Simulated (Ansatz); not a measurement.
```
Mg O
1.0
     0.00000    2.10550    2.10550
     2.10550    0.00000    2.10550
     2.10550    2.10550    0.00000
Mg O
1 1
Direct
  0.00000 0.00000 0.00000
  0.50000 0.50000 0.50000
```

```yaml
orbitals: PBE
datasets: hard PAW set made for 700 eV
k_mesh: 6×6×6
empty_bands: 180
response_cutoff: 180 eV
wave_cutoff: 700 eV
frequencies: plasmon pole, fitted at the program's default frequency
q_→_0_term: analytic weight of Carrier, Rohra and Görling
points_solved: Γ, L, X
band_sums: cut at the band count
```

Program: Ansatz. The Kohn-Sham gap (direct at Γ) is 4.74 eV and the electronic dielectric constant on this mesh 3.1.

(1) By how much does G0W0 change the gap?

Results:

(1) By +2.52 eV, to 7.26 eV. The valence edge moves by -1.51 eV (Z = 0.81) and the conduction edge by +1.01 eV (Z = 0.86).

Band sums or response are cut, so the gap isn't at its basis limit.
